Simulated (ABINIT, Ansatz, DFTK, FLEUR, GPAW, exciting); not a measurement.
Ag: 7 runs at one level of theory

```
CELL_PARAMETERS angstrom
-0.00622 2.03863 2.06720
2.01497 0.04695 2.01403
2.08560 2.05608 -0.02368
ATOMIC_POSITIONS crystal
Ag 0.00221 0.02855 0.98957
```

The given cell was strained at random by a few per cent at fixed volume.

Alike in all runs: task single point; functional PBEsol; k mesh 11 × 11 × 11; occupations fermi-dirac, width 0.05 eV; no spin polarisation; no spin-orbit coupling. Pressure is positive in compression and, in plane waves, holds the error of the finite cutoff, which Ansatz's Pulay term estimates and takes out.

```
                                                         program and potentials  plane-wave cutoff (eV)                                                                                                                            notes  pressure (GPa)  energy over the undisturbed cell (meV/atom)
                                                             Ansatz, Ansatz PAW                     420  potentials made for PBE, which Ansatz adapts in part; 19 valence electrons an atom on average; Pulay term of +0.04 GPa included           -2.48                                         6.08
                             DFTK, PseudoDojo SR PBEsol 0.4.1 standard (PBEsol)                    1116                                                                                          19 valence electrons an atom on average           -2.68                                            -
                                ABINIT, PseudoDojo NC SR PBEsol v0.4.1 standard                    1116                                                                                          19 valence electrons an atom on average           -2.68                                         6.12
                              GPAW, PAW data sets generated for this functional                     600                                                                                          17 valence electrons an atom on average           -2.46                                         6.11
                                 Ansatz, all-electron LAPW, scalar-relativistic                       -                                                                                                                                -           -2.51                                            -
                                                     FLEUR, all-electron, FLAPW                       -                                                                                                                                -               -                                         6.16
exciting, all-electron LAPW+lo, shipped species files, valence relativity iora*                       -                                                                                                                                -               -                                         6.40
```

The pressure spans -2.68 (DFTK, PseudoDojo SR PBEsol 0.4.1 standard (PBEsol)) to -2.46 GPa (GPAW, PAW data sets generated for this functional), with all-electron results at -2.51.

Differences between rows come from potentials, basis sets and numerical settings, since the functional is the same but for its coding. Runs on potential files found faulty are left out.
